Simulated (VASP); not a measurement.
# CdS (Hawleyite) (F-43m) in VASP: a series of runs, part 2 of 2

VASP 6.6.1.

## 4. Dielectric tensor, LDA

File INCAR:

```
ALGO = Normal ; EDIFF = 1E-8
ENCUT = 460 ; GGA = CA
ISIF = 2 ; ISMEAR = 0
LASPH = True ; LCHARG = False
LEPSILON = True ; LREAL = False
LWAVE = False ; NELM = 100
PREC = Accurate ; SIGMA = 0.01
```

File KPOINTS:

```
k-points
0
Gamma
  5 5 5
```

File POSCAR:

```
CdS
1.0
    0.0000000000      2.9165000000      2.9165000000
    2.9165000000      0.0000000000      2.9165000000
    2.9165000000      2.9165000000      0.0000000000
Cd S
1 1
Direct
    0.0000000000      0.0000000000      0.0000000000
    0.7500000000      0.7500000000      0.7500000000
```

Potentials or basis: VASP PAW LDA potentials, release 64 (Cd, S).

Command:

```sh
$ cat potpaw_LDA.64/Cd/POTCAR potpaw_LDA.64/S/POTCAR > POTCAR
$ mpirun -np 1 vasp_std > vasp.out
```

OUTCAR:

```text
EDIFF = 1E-8
   ENCUT = 460
   GGA = CA
   ISIF = 2
   ISMEAR = 0
   LASPH = True
   LEPSILON = True
   LREAL = False
   NELM = 100
   PREC = Accurate

 Found     10 irreducible k-points:

 Following reciprocal coordinates:
            Coordinates               Weight
  0.000000  0.000000  0.000000      1.000000
  0.200000  0.000000  0.000000      8.000000
  0.400000  0.000000  0.000000      8.000000
  0.200000  0.200000  0.000000      6.000000
  0.400000  0.200000  0.000000     24.000000
 -0.400000  0.200000  0.000000     24.000000
   k-points           NKPTS =     10   k-points in BZ     NKDIM =     10   number of bands    NBANDS=     13
   number of dos      NEDOS =    301   number of ions     NIONS =      2
   total plane-waves  NPLWV =  27000
   dimension x,y,z NGX =    30 NGY =   30 NGZ =   30
   dimension x,y,z NGXF=    60 NGYF=   60 NGZF=   60
   ions per type =               1   1
   NGX,Y,Z   is equivalent  to a cutoff of  12.09, 12.09, 12.09 a.u.
   NGXF,Y,Z  is equivalent  to a cutoff of  24.18, 24.18, 24.18 a.u.
 SYSTEM =  unknown system
   PREC   = accura    normal or accurate (medium, high low for compatibility)
   ISTART =      0    job   : 0-new  1-cont  2-samecut
   ICHARG =      2    charge: 1-file 2-atom 10-const
   ISPIN  =      1    spin polarized calculation?
   LNONCOLLINEAR =      F non collinear calculations
   LSORBIT =      F    spin-orbit coupling
   LASPH  =      T    aspherical Exc in radial PAW
   ENCUT  =  460.0 eV  33.81 Ry    5.81 a.u.   7.21  7.21  7.21*2*pi/ulx,y,z
   NELM   =    100;   NELMIN=  2; NELMDL= -5     # of ELM steps
   EDIFF  = 0.1E-07   stopping-criterion for ELM
   LREAL  =      F    real-space projection
   EDIFFG = 0.1E-06   stopping-criterion for IOM
   NSW    =      0    number of steps for IOM
   IBRION =     -1    ionic relax: 0-MD 1-quasi-New 2-CG
[... 8 lines left out ...]
   EMIN   =  10.00;   EMAX   =-10.00  energy-range for DOS
   EFERMI =   0.00;   METHOD = LEGACY
   ISMEAR =     0;   SIGMA  =   0.01  broadening in eV -4-tet -1-fermi 0-gaus
   EFERMI_NEDOS =   21; number of points for ismear=-14 and -15
   IALGO  =     38    algorithm
   IMIX   =      4    mixing-type and parameters
     AMIX     =   0.40;   BMIX     =  1.00
[... 162 lines left out ...]
           0.000000     0.000000    12.010442
 ------------------------------------------------------

 Free energy of the ion-electron system (eV)
  ---------------------------------------------------
  ---------------------------------------------------
  free energy    TOTEN  =        -1.50936133 eV

  energy without entropy =       -1.50936133

------------------------ aborting loop because EDIFF is reached ----------------------------------------

--------------------------------------- Ionic step        2  -------------------------------------------

------------------------ aborting loop because EDIFF is reached ----------------------------------------

--------------------------------------- Ionic step        3  -------------------------------------------

 Free energy of the ion-electron system (eV)
  ---------------------------------------------------
  ---------------------------------------------------
  free energy    TOTEN  =        -1.50936070 eV

  energy without entropy =       -1.50936070

------------------------ aborting loop because EDIFF is reached ----------------------------------------

 PIEZOELECTRIC TENSOR FIELD DIRECTION 3  (e Angst)
 -----------------------------------------------------------------------------
    -0.00132  2.34734  0.00000           (  0.00000 -0.05251  0.00000)
     2.34734 -0.00132  0.00000           ( -0.05251  0.00000  0.00000)
     0.00000  0.00000  0.00148           (  0.00000  0.00000 -0.00000)

 PIEZOELECTRIC TENSOR FIELD DIRECTION 3  (C/m^2)
 -----------------------------------------------------------------------------
    -0.00043  0.75800  0.00000
     0.75800 -0.00043  0.00000
     0.00000  0.00000  0.00048

 MACROSCOPIC STATIC DIELECTRIC TENSOR (including local field effects in DFT)
 ------------------------------------------------------
          11.623665     0.000000    -0.000000
           0.000000    11.623665    -0.000000
           0.000000     0.000000    11.623665
 ------------------------------------------------------

 PIEZOELECTRIC TENSOR (including local field effects)  for field in x, y, z        (e  Angst)
          XX          YY          ZZ          XY          YZ          ZX
  --------------------------------------------------------------------------------
  x     0.00000     0.00000    -0.00000     0.00000     2.38762     0.00000
  y    -0.00000     0.00000    -0.00000     0.00000     0.00000     2.38762
  z     0.00000    -0.00000     0.00000     2.38762     0.00000    -0.00000

 PIEZOELECTRIC TENSOR (including local field effects)  for field in x, y, z        (C/m^2)
          XX          YY          ZZ          XY          YZ          ZX
  --------------------------------------------------------------------------------
  x     0.00000     0.00000    -0.00000     0.00000     0.77101     0.00000
  y    -0.00000     0.00000    -0.00000     0.00000     0.00000     0.77101
  z     0.00000    -0.00000     0.00000     0.77101     0.00000    -0.00000

 BORN EFFECTIVE CHARGES (including local field effects) (in |e|, cummulative output)
 ---------------------------------------------------------------------------------
 ion    1
    1     2.47934     0.00000    -0.00000
    2    -0.00000     2.47934     0.00000
    3    -0.00000    -0.00000     2.47934
 ion    2
    1    -2.47934    -0.00000     0.00000
    2     0.00000    -2.47934    -0.00000
    3     0.00000     0.00000    -2.47934
```

Wall time 57 s (1 thread of Intel Xeon 6975P-C (Granite Rapids), shared host); peak memory 0.17 GiB.

The run converged, but some of its settings lie outside the range that counts as converged, so its numbers aren't taken as properties of the crystal.

What came out:

- Band gap on the k mesh: 0.89 eV, direct
- Electronic dielectric tensor (diagonal): 11.62
- Born charges (mean of the diagonal): Cd +2.48; S -2.48 e

## 5. Dielectric tensor, LDA

INCAR: that of step 4 with these lines changed.

```diff
@@ -1,3 +1,3 @@
 ALGO = Normal ; EDIFF = 1E-8
-ENCUT = 460 ; GGA = CA
+ENCUT = 520 ; GGA = CA
 ISIF = 2 ; ISMEAR = 0
```

KPOINTS is that of step 4.

POSCAR is that of step 4.

Potentials or basis: VASP PAW LDA potentials, release 64 (Cd, S).

Command:

```sh
$ cat potpaw_LDA.64/Cd/POTCAR potpaw_LDA.64/S/POTCAR > POTCAR
$ mpirun -np 1 vasp_std > vasp.out
```

OUTCAR:

```text
EDIFF = 1E-8
   ENCUT = 520
   GGA = CA
   ISIF = 2
   ISMEAR = 0
   LASPH = True
   LEPSILON = True
   LREAL = False
   NELM = 100
   PREC = Accurate

 Found     10 irreducible k-points:

 Following reciprocal coordinates:
            Coordinates               Weight
  0.000000  0.000000  0.000000      1.000000
  0.200000  0.000000  0.000000      8.000000
  0.400000  0.000000  0.000000      8.000000
  0.200000  0.200000  0.000000      6.000000
  0.400000  0.200000  0.000000     24.000000
 -0.400000  0.200000  0.000000     24.000000
   k-points           NKPTS =     10   k-points in BZ     NKDIM =     10   number of bands    NBANDS=     13
   number of dos      NEDOS =    301   number of ions     NIONS =      2
   total plane-waves  NPLWV =  32768
   dimension x,y,z NGX =    32 NGY =   32 NGZ =   32
[... 233 lines left out ...]
     0.75770 -0.00043  0.00000
     0.00000  0.00000  0.00048

 MACROSCOPIC STATIC DIELECTRIC TENSOR (including local field effects in DFT)
 ------------------------------------------------------
          11.616216    -0.000000    -0.000000
          -0.000000    11.616216    -0.000000
          -0.000000    -0.000000    11.616216
 ------------------------------------------------------

 PIEZOELECTRIC TENSOR (including local field effects)  for field in x, y, z        (e  Angst)
          XX          YY          ZZ          XY          YZ          ZX
  --------------------------------------------------------------------------------
  x    -0.00000    -0.00000     0.00000     0.00000     2.38668    -0.00000
  y    -0.00000    -0.00000     0.00000    -0.00000    -0.00000     2.38668
  z     0.00000     0.00000    -0.00000     2.38668    -0.00000     0.00000

 PIEZOELECTRIC TENSOR (including local field effects)  for field in x, y, z        (C/m^2)
          XX          YY          ZZ          XY          YZ          ZX
  --------------------------------------------------------------------------------
  x    -0.00000    -0.00000     0.00000     0.00000     0.77071    -0.00000
  y    -0.00000    -0.00000     0.00000    -0.00000    -0.00000     0.77071
  z     0.00000     0.00000    -0.00000     0.77071    -0.00000     0.00000

 BORN EFFECTIVE CHARGES (including local field effects) (in |e|, cummulative output)
 ---------------------------------------------------------------------------------
 ion    1
    1     2.47867     0.00000     0.00000
    2     0.00000     2.47867     0.00000
    3     0.00000     0.00000     2.47867
 ion    2
    1    -2.47867     0.00000     0.00000
    2     0.00000    -2.47867     0.00000
    3     0.00000     0.00000    -2.47867
```

OSZICAR:

```text
N       E                     dE             d eps       ncg     rms          rms(c)
DAV:   1     0.113337588732E+03    0.11334E+03   -0.93982E+03   268   0.128E+03
DAV:   2    -0.293954219477E+01   -0.11628E+03   -0.11177E+03   305   0.305E+02
DAV:   3    -0.787027837742E+01   -0.49307E+01   -0.49192E+01   300   0.641E+01
[... 12 lines left out ...]
RMM:   7    -0.150848341603E+01   -0.25811E-03   -0.18409E-07  1128   0.867E-03    0.182E-03
RMM:   8    -0.150852561262E+01   -0.42197E-04    0.35134E-06  1095   0.330E-03    0.962E-04
RMM:   9    -0.150853445281E+01   -0.88402E-05    0.43585E-06  1185   0.905E-04    0.413E-04
RMM:  10    -0.150853533324E+01   -0.88043E-06   -0.24925E-08  1167   0.424E-04    0.546E-05
RMM:  11    -0.150853720524E+01   -0.18720E-05   -0.21465E-06   857   0.102E-04    0.261E-05
RMM:  12    -0.150853681412E+01    0.39111E-06   -0.96678E-08   513   0.568E-05    0.692E-06
```

stdout:

```text
POSCAR found type information on POSCAR CdS
 POSCAR found :  2 types and       2 ions
 scaLAPACK will be used
 LDA part: xc-table for (Slater(with rela. corr.)+CA(PZ))
 , standard interpolation
 POSCAR, INCAR and KPOINTS ok, starting setup
 FFT: planning ... GRIDC
 FFT: planning ... GRID_SOFT
 FFT: planning ... GRID
 WAVECAR not read
 entering main loop
 Linear response reoptimize wavefunctions to high precision
 Linear response G [H, r] |phi>, progress :
  Direction:   1
 Linear response G [H, r] |phi>, progress :
  Direction:   2
 Linear response G [H, r] |phi>, progress :
  Direction:   3
 Linear response to external field (no local field effect), progress :
  Direction:   1
 dielectric tensor                  component  1 :    12.921     3.006     1.087
 Linear response to external field (no local field effect), progress :
  Direction:   2
 dielectric tensor                  component  2 :     3.005    12.988    -1.174
 Linear response to external field (no local field effect), progress :
  Direction:   3
 dielectric tensor                  component  3 :     1.089    -1.176    10.099
 Linear response to external field, progress :
  Direction:   1
 dielectric tensor                  component  1 :    11.616     1.818     0.433
 Linear response to external field, progress :
  Direction:   2
 dielectric tensor                  component  2 :     1.817    11.616     0.350
 Linear response to external field, progress :
  Direction:   3
 dielectric tensor                  component  3 :     1.334     0.917    11.616
 Born effective charges drift removed
```

Run time: 45 s. Hardware: 1 thread of Intel Xeon 6975P-C (Granite Rapids), shared host; peak memory 0.19 GiB.

These settings aren't checked as converged: the numbers below hold their error.

Results:

| Item | Value |
| --- | --- |
| Band gap on the k mesh | 0.89 eV, direct |
| Electronic dielectric tensor (diagonal) | 11.62 |
| Born charges (mean of the diagonal) | Cd +2.48; S -2.48 e |

## 6. Dielectric tensor, LDA

INCAR: that of step 5 with these lines changed.

```diff
@@ -1,3 +1,3 @@
 ALGO = Normal ; EDIFF = 1E-8
-ENCUT = 520 ; GGA = CA
+ENCUT = 650 ; GGA = CA
 ISIF = 2 ; ISMEAR = 0
```

KPOINTS is that of step 5.

POSCAR is that of step 5.

Potentials or basis: VASP PAW LDA potentials, release 64 (Cd, S).

Command:

```sh
$ cat potpaw_LDA.64/Cd/POTCAR potpaw_LDA.64/S/POTCAR > POTCAR
$ mpirun -np 1 vasp_std > vasp.out
```

OUTCAR:

```text
EDIFF = 1E-8
   ENCUT = 650
   GGA = CA
   ISIF = 2
   ISMEAR = 0
   LASPH = True
   LEPSILON = True
   LREAL = False
   NELM = 100
   PREC = Accurate

 Found     10 irreducible k-points:

 Following reciprocal coordinates:
            Coordinates               Weight
  0.000000  0.000000  0.000000      1.000000
  0.200000  0.000000  0.000000      8.000000
  0.400000  0.000000  0.000000      8.000000
  0.200000  0.200000  0.000000      6.000000
  0.400000  0.200000  0.000000     24.000000
 -0.400000  0.200000  0.000000     24.000000
   k-points           NKPTS =     10   k-points in BZ     NKDIM =     10   number of bands    NBANDS=     13
   number of dos      NEDOS =    301   number of ions     NIONS =      2
   total plane-waves  NPLWV =  46656
   dimension x,y,z NGX =    36 NGY =   36 NGZ =   36
[... 234 lines left out ...]
     0.75772 -0.00042  0.00000
     0.00000  0.00000  0.00047

 MACROSCOPIC STATIC DIELECTRIC TENSOR (including local field effects in DFT)
 ------------------------------------------------------
          11.613543    -0.000000     0.000000
           0.000000    11.613543    -0.000000
           0.000000     0.000000    11.613543
 ------------------------------------------------------

 PIEZOELECTRIC TENSOR (including local field effects)  for field in x, y, z        (e  Angst)
          XX          YY          ZZ          XY          YZ          ZX
  --------------------------------------------------------------------------------
  x     0.00000    -0.00000    -0.00000     0.00000     2.38673    -0.00000
  y    -0.00000    -0.00000    -0.00000    -0.00000    -0.00000     2.38673
  z    -0.00000    -0.00000     0.00000     2.38673    -0.00000     0.00000

 PIEZOELECTRIC TENSOR (including local field effects)  for field in x, y, z        (C/m^2)
          XX          YY          ZZ          XY          YZ          ZX
  --------------------------------------------------------------------------------
  x     0.00000    -0.00000    -0.00000     0.00000     0.77072    -0.00000
  y    -0.00000    -0.00000    -0.00000    -0.00000    -0.00000     0.77072
  z    -0.00000    -0.00000     0.00000     0.77072    -0.00000     0.00000

 BORN EFFECTIVE CHARGES (including local field effects) (in |e|, cummulative output)
 ---------------------------------------------------------------------------------
 ion    1
    1     2.47867    -0.00000    -0.00000
    2     0.00000     2.47867    -0.00000
    3     0.00000    -0.00000     2.47867
 ion    2
    1    -2.47867     0.00000     0.00000
    2    -0.00000    -2.47867     0.00000
    3    -0.00000     0.00000    -2.47867
```

It took 73 s on 1 thread of Intel Xeon 6975P-C (Granite Rapids), shared host; peak memory 0.23 GiB.

The run converged, but some of its settings lie outside the range that counts as converged, so its numbers aren't taken as properties of the crystal.

What came out:

```
Band gap on the k mesh                  : 0.89 eV, direct
Electronic dielectric tensor (diagonal) : 11.61
Born charges (mean of the diagonal)     : Cd +2.48; S -2.48 e
```

## 7. For comparison

An earlier run on the cell as given: functional PBE; potentials or basis VASP PAW PBE potentials, release 64 (Cd, S); cutoff 520 eV; k mesh 8 × 8 × 8; occupations fermi-dirac, width 0.05 eV; no spin polarisation.

* Pressure: 3.2 GPa
* Band gap on the k mesh: 1.15 eV, direct
